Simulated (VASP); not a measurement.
Set up this calculation in VASP 6.6.1, as the native input.

| Property | Result |
| --- | --- |
| Task | single point |
| Functional | LDA |
| Potentials or basis | VASP PAW LDA potentials, release 64 (Sn_d, O) |
| Cutoff | 520 eV |
| k mesh | 5 × 3 × 4 |
| Occupations | gaussian, width 0.01 eV |
| Spin | no spin polarisation |
| Dipole correction | no |
| Further INCAR settings | ALGO = Fast; EDIFF = 1e-06; NBANDS = 28 |

The structure of SnO lies in POSCAR:

```
SnO
1.0
    3.3550000000      0.0000000000      0.0000000000
    0.0000000000      5.6741000000      0.0000000000
    0.0000000000      0.0000000000      4.2219700000
Sn O
2 2
Direct
    0.0000000000      0.2319100000      0.5131400000
    0.5000000000      0.7680900000      0.0131400000
    0.0000000000      0.8912500000      0.7368600000
    0.5000000000      0.1087500000      0.2368600000
```

The cell comes from a database or a generator and needn't be the stable form of this composition.

One way to write it, as run:

INCAR

```
SYSTEM = SnO
PREC = Accurate
ENCUT = 520
EDIFF = 1E-6
ISMEAR = 0
SIGMA = 0.01
LREAL = .FALSE.
LASPH = .TRUE.
NELM = 100
ALGO = Fast
ISIF = 2
LWAVE = .FALSE.
LCHARG = .TRUE.
GGA = CA
LELF = .TRUE.
LVHAR = .TRUE.
NBANDS = 28
```

KPOINTS

```
regular mesh
0
G
  5 3 4
  0 0 0
```

Potentials or basis: VASP PAW LDA potentials, release 64 (Sn_d, O).

Run with:

```sh
$ cat potpaw_LDA.64/Sn_d/POTCAR potpaw_LDA.64/O/POTCAR > POTCAR
$ mpirun -np 1 vasp_std > vasp.out
```

Results of the run:

```yaml
Pressure: -5.2 GPa
Largest_force: 0.648 eV/Å
Band_gap_on_the_k_mesh: 1.56 eV, indirect (least direct gap 2.16 eV)
```

Caveat: spin-orbit coupling is left out, which moves the levels of the heavy elements; an odd mesh through Γ misses points on the zone boundary, where band edges often lie.

Wall time 57 s on 1 thread of AMD EPYC 7R13 Processor (Zen 3) (shared host), peak memory 0.14 GiB.
